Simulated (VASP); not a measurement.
# KCl (vib) (Fm-3m) in VASP: notebook

KCl (vib) is run at these levels: LDA; tasks: single point, relaxation of cell and atoms.

All numbers are computed with VASP 6.6.1; they aren't measurements. Logs are shortened: lines on timing, memory, paths and dates and some standing lists are left out, and cuts for length are marked.

**Measured values to compare with.**

From a printed reference work, monograph, for a bulk crystal of KCl: band gap 8.68 eV.

How close the calculation comes is told below.

### 1 The cell of the first run

It takes space group Fm-3m (No. 225, cubic). The conventional cell has a = 6.268 Å, b = 6.268 Å, c = 6.268 Å, α = 90.00°, β = 90.00°, γ = 90.00°. K (site symmetry m-3m) has 6 Cl at 3.13 Å within 4.1 Å. Cl (site symmetry m-3m) has 6 K at 3.13 Å within 4.1 Å.

### 2 Single point, LDA

INCAR reads:

```
ALGO = Normal
EDIFF = 1E-6
ENCUT = 500
GGA = CA
GGA_COMPAT = False
ISIF = 2
ISMEAR = 0
LASPH = True
LCHARG = False
LREAL = False
LWAVE = False
NBANDS = 15
NELM = 120
PREC = Accurate
SIGMA = 0.1
```

KPOINTS reads:

```
k-points
0
Gamma
  6 6 6
```

POSCAR reads:

```
KCl
1.0
    0.0000000000      3.1341000000      3.1341000000
    3.1341000000      0.0000000000      3.1341000000
    3.1341000000      3.1341000000      0.0000000000
K Cl
1 1
Direct
    0.0000000000      0.0000000000      0.0000000000
    0.5000000000      0.5000000000      0.5000000000
```

Potentials or basis: VASP PAW LDA potentials, release 64 (K_sv, Cl).

Command:

```sh
> cat potpaw_LDA.64/K_sv/POTCAR potpaw_LDA.64/Cl/POTCAR > POTCAR
> mpirun -np 1 vasp_std > vasp.out
```

OUTCAR:

```text
EDIFF = 1E-6
   ENCUT = 500
   GGA = CA
   ISIF = 2
   ISMEAR = 0
   LASPH = True
   LREAL = False
   NELM = 120
   PREC = Accurate

 ion  position               nearest neighbor table
   1  0.000  0.000  0.000-   2 3.13   2 3.13   2 3.13   2 3.13   2 3.13   2 3.13
   2  0.500  0.500  0.500-   1 3.13   1 3.13   1 3.13   1 3.13   1 3.13   1 3.13

  LATTYP: Found a face centered cubic cell.
 ALAT       =     6.2682000000

  Lattice vectors:

 A1 = (   0.0000000000,   3.1341000000,   3.1341000000)
 A2 = (   3.1341000000,   0.0000000000,   3.1341000000)
 A3 = (   3.1341000000,   3.1341000000,   0.0000000000)

Analysis of symmetry for initial positions (statically):
=====================================================================
 Subroutine PRICEL returns:
 Original cell was already a primitive cell.

 Routine SETGRP: Setting up the symmetry group for a
 face centered cubic supercell.

 Subroutine GETGRP returns: Found 48 space group operations
 (whereof 48 operations were pure point group operations)
 out of a pool of 48 trial point group operations.

The static configuration has the point symmetry O_h .

Analysis of symmetry for dynamics (positions and initial velocities):
=====================================================================
 Subroutine PRICEL returns:
 Original cell was already a primitive cell.

 Routine SETGRP: Setting up the symmetry group for a
 face centered cubic supercell.

 Subroutine GETGRP returns: Found 48 space group operations
 (whereof 48 operations were pure point group operations)
 out of a pool of 48 trial point group operations.

The dynamic configuration has the point symmetry O_h .

 Subroutine INISYM returns: Found 48 space group operations
 (whereof 48 operations are pure point group operations),
 and found     1 'primitive' translations

----------------------------------------------------------------------------------------

                                     Primitive cell

  volume of cell :      61.5699

  direct lattice vectors                    reciprocal lattice vectors
     0.000000000  3.134100000  3.134100000    -0.159535433  0.159535433  0.159535433
     3.134100000  0.000000000  3.134100000     0.159535433 -0.159535433  0.159535433
     3.134100000  3.134100000  0.000000000     0.159535433  0.159535433 -0.159535433

  length of vectors
     4.432286726  4.432286726  4.432286726     0.276323475  0.276323475  0.276323475

  position of ions in fractional coordinates (direct lattice)
     0.000000000  0.000000000  0.000000000
     0.500000000  0.500000000  0.500000000

  ion indices of the primitive-cell ions
   primitive index   ion index
                 1           1
                 2           2

----------------------------------------------------------------------------------------

 KPOINTS: k-points

Automatic generation of k-mesh.
 Grid dimensions read from file:
 generate k-points for:    6    6    6

 Generating k-lattice:

  Cartesian coordinates                     Fractional coordinates (reciprocal lattice)
    -0.026589239  0.026589239  0.026589239     0.166666667  0.000000000  0.000000000
     0.026589239 -0.026589239  0.026589239     0.000000000  0.166666667  0.000000000
     0.026589239  0.026589239 -0.026589239     0.000000000  0.000000000  0.166666667

  Length of vectors
     0.046053913  0.046053913  0.046053913

  Shift w.r.t. Gamma in fractional coordinates (k-lattice)
     0.000000000  0.000000000  0.000000000

 Subroutine IBZKPT returns following result:
 ===========================================

 Found     16 irreducible k-points:

 Following reciprocal coordinates:
            Coordinates               Weight
  0.000000  0.000000  0.000000      1.000000
  0.166667  0.000000  0.000000      8.000000
  0.333333  0.000000  0.000000      8.000000
  0.500000  0.000000  0.000000      4.000000
  0.166667  0.166667  0.000000      6.000000
  0.333333  0.166667  0.000000     24.000000
[... 8 lines left out ...]
 -0.333333  0.333333  0.166667     24.000000
 -0.333333  0.500000  0.166667     12.000000
   k-points           NKPTS =     16   k-points in BZ     NKDIM =     16   number of bands    NBANDS=     15
   number of dos      NEDOS =    301   number of ions     NIONS =      2
   total plane-waves  NPLWV =  32768
   dimension x,y,z NGX =    32 NGY =   32 NGZ =   32
   dimension x,y,z NGXF=    64 NGYF=   64 NGZF=   64
   ions per type =               1   1
   NGX,Y,Z   is equivalent  to a cutoff of  12.00, 12.00, 12.00 a.u.
   NGXF,Y,Z  is equivalent  to a cutoff of  24.01, 24.01, 24.01 a.u.
 SYSTEM =  unknown system
   PREC   = accura    normal or accurate (medium, high low for compatibility)
   ISTART =      0    job   : 0-new  1-cont  2-samecut
   ICHARG =      2    charge: 1-file 2-atom 10-const
   ISPIN  =      1    spin polarized calculation?
   LNONCOLLINEAR =      F non collinear calculations
   LSORBIT =      F    spin-orbit coupling
   LASPH  =      T    aspherical Exc in radial PAW
   ENCUT  =  500.0 eV  36.75 Ry    6.06 a.u.   8.08  8.08  8.08*2*pi/ulx,y,z
   NELM   =    120;   NELMIN=  2; NELMDL= -5     # of ELM steps
   EDIFF  = 0.1E-05   stopping-criterion for ELM
   LREAL  =      F    real-space projection
   EDIFFG = 0.1E-04   stopping-criterion for IOM
   NSW    =      0    number of steps for IOM
   IBRION =     -1    ionic relax: 0-MD 1-quasi-New 2-CG
   NFREE  =      0    steps in history (QN), initial steepest desc. (CG)
   ISIF   =      2    stress and relaxation
   ISYM   =      2    0-nonsym 1-usesym 2-fastsym
   POTIM  = 0.5000    time-step for ionic-motion
   TEBEG  =    0.0;   TEEND  =   0.0 temperature during run
   PSTRESS=    0.0 pullay stress
   NELECT =      16.0000    total number of electrons
   NUPDOWN=      -1.0000    fix difference up-down
   EMIN   =  10.00;   EMAX   =-10.00  energy-range for DOS
   EFERMI =   0.00;   METHOD = LEGACY
   ISMEAR =     0;   SIGMA  =   0.10  broadening in eV -4-tet -1-fermi 0-gaus
   EFERMI_NEDOS =   21; number of points for ismear=-14 and -15
   IALGO  =     38    algorithm
   IMIX   =      4    mixing-type and parameters
     AMIX     =   0.40;   BMIX     =  1.00
     AMIX_MAG =   1.60;   BMIX_MAG =  1.00
  volume/ion in A,a.u.               =      30.78       207.75
  Fermi-wavevector in a.u.,A,eV,Ry     =   1.044701  1.974198 14.849399  1.091400
  Thomas-Fermi vector in A             =   2.179465
   LORBIT       =      0    0 simple, 1 ext, 2 COOP (PROOUT), +10 PAW based schemes
   GGA     = CA    functional components
   LHFCALC =     F    Hartree Fock is set to
   AEXX    =    0.0000 exact exchange contribution
   IVDW    =     0    specifies the selected vdW correction
   LEPSILON=     F    determine dielectric tensor
   LRPA    =     F    only Hartree local field effects (RPA)
 non-spin polarized calculation
 Gauss-broadening in eV      SIGMA  =   0.10
  energy-cutoff  :      500.00
  volume of cell :       61.57
 maximum number of plane-waves:      1588
   NGX = 17   NGY = 17   NGZ = 17

 number of electron      16.0000001 magnetization

 Free energy of the ion-electron system (eV)
  ---------------------------------------------------
  ext. energy  EPLUGINS =         0.00000000
  ---------------------------------------------------
  free energy    TOTEN  =        -7.37780978 eV

  energy without entropy =       -7.37780978  energy(sigma->0) =       -7.37780978

 E-fermi :  -1.5120     XC(G=0):  -8.1595

 val. band max:       -2.0347239737   @ k =   0.0000   0.0000   0.0000
 cond. band min:       2.7510098338   @ k =   0.0000   0.0000   0.0000
 fundamental gap:      4.7857338075
 Fermi energy:        -1.5120268229

 k-point     1 :       0.0000    0.0000    0.0000
  band No.  band energies     occupation
      1     -28.8395      2.00000
      2     -14.0748      2.00000
      3     -12.5376      2.00000
      4     -12.5376      2.00000
      5     -12.5376      2.00000
      6      -2.0347      2.00000
      7      -2.0347      2.00000
      8      -2.0347      2.00000
      9       2.7510      0.00000
     10       6.0550      0.00000
     11       6.0550      0.00000
     12       6.0550      0.00000
     13       6.9956      0.00000
     14       6.9956      0.00000
     15      10.4767      0.00000

 k-point     2 :       0.1667    0.0000    0.0000
  band No.  band energies     occupation
      1     -28.8363      2.00000
      2     -14.1299      2.00000
      3     -12.5403      2.00000
      4     -12.5403      2.00000
      5     -12.4685      2.00000
      6      -2.3857      2.00000
      7      -2.1291      2.00000
      8      -2.1291      2.00000
      9       3.4145      0.00000
     10       5.8593      0.00000
     11       6.4085      0.00000
     12       6.4085      0.00000
     13       7.3797      0.00000
     14       7.3797      0.00000
     15      11.4844      0.00000

 k-point     3 :       0.3333    0.0000    0.0000
  band No.  band energies     occupation
      1     -28.8300      2.00000
      2     -14.2283      2.00000
      3     -12.5457      2.00000
      4     -12.5457      2.00000
      5     -12.3410      2.00000
      6      -2.9489      2.00000
      7      -2.3067      2.00000
      8      -2.3067      2.00000
      9       4.6573      0.00000
     10       5.9176      0.00000
     11       7.3689      0.00000
     12       7.3689      0.00000
     13       8.3429      0.00000
     14       8.3429      0.00000
     15      10.6184      0.00000
[... 199 lines left out ...]
 k-point    15 :      -0.3333    0.3333    0.1667
  band No.  band energies     occupation
      1     -28.8240      2.00000
      2     -14.1260      2.00000
      3     -12.6262      2.00000
      4     -12.6053      2.00000
      5     -12.4162      2.00000
      6      -2.8118      2.00000
      7      -2.5094      2.00000
      8      -2.4194      2.00000
      9       5.5780      0.00000
     10       5.8337      0.00000
     11       7.4393      0.00000
     12       7.7445      0.00000
     13       8.9814      0.00000
     14       9.5999      0.00000
     15       9.6841      0.00000

 k-point    16 :      -0.3333    0.5000    0.1667
  band No.  band energies     occupation
      1     -28.8231      2.00000
      2     -14.0444      2.00000
      3     -12.6767      2.00000
      4     -12.6266      2.00000
      5     -12.4805      2.00000
      6      -2.6511      2.00000
      7      -2.4953      2.00000
      8      -2.4215      2.00000
      9       4.8699      0.00000
     10       6.5698      0.00000
     11       6.7476      0.00000
     12       7.9198      0.00000
     13       8.7535      0.00000
     14       9.5461      0.00000
     15      10.0615      0.00000

------------------------ aborting loop because EDIFF is reached ----------------------------------------

  FORCE on cell =-STRESS in cart. coord.  units (eV):
  Direction    XX          YY          ZZ          XY          YZ          ZX
  --------------------------------------------------------------------------------------
  -------------------------------------------------------------------------------------
  Total       -0.6757018     -0.6757018     -0.6757018     -0.0000000      0.0000000     -0.0000000
  in kB      -17.5831682    -17.5831682    -17.5831682     -0.0000000      0.0000000     -0.0000000
  external PRESSURE =     -17.5831682 kB  Pullay stress =       0.0000000 kB

 VOLUME and BASIS-vectors are now :
 -----------------------------------------------------------------------------
  energy-cutoff  :      500.00
  volume of cell :       61.57
      direct lattice vectors                 reciprocal lattice vectors
     0.000000000  3.134100000  3.134100000    -0.159535433  0.159535433  0.159535433
     3.134100000  0.000000000  3.134100000     0.159535433 -0.159535433  0.159535433
     3.134100000  3.134100000  0.000000000     0.159535433  0.159535433 -0.159535433

 POSITION                                       TOTAL-FORCE (eV/Angst)
 -----------------------------------------------------------------------------------
      0.00000      0.00000      0.00000        -0.000000      0.000000     -0.000000
      3.13410      3.13410      3.13410         0.000000     -0.000000      0.000000
 -----------------------------------------------------------------------------------
    total drift:                                0.000000     -0.000000     -0.000000

  FREE ENERGIE OF THE ION-ELECTRON SYSTEM (eV)
  ---------------------------------------------------
  free  energy   TOTEN  =        -7.3778097823 eV

  energy  without entropy=       -7.3778097823  energy(sigma->0) =       -7.37780978
```

Run time: 13 s. Hardware: 1 thread of Intel Xeon 8259CL, shared host; peak memory 0.15 GiB.

Results:

* Free energy: -7.3778 eV
* Pressure: -1.8 GPa
* Band gap on the k mesh: 4.79 eV, direct

Levels at points of the mesh, in eV from the valence-band top:
```tsv
k point	band 4	band 5	band 6	band 7	band 8	band 9	band 10	band 11	band 12	band 13
(0.00, 0.00, 0.00)	-10.50	-10.50	0.00	0.00	0.00	4.79	8.09	8.09	8.09	9.03
(0.50, 0.00, 0.00)	-10.51	-10.25	-1.15	-0.36	-0.36	7.22	8.30	10.31	10.31	11.16
(0.50, 0.50, 0.00)	-10.57	-10.57	-0.71	-0.24	-0.24	6.16	8.03	9.72	10.07	10.45
```

(Continued in part 2 of 2.)
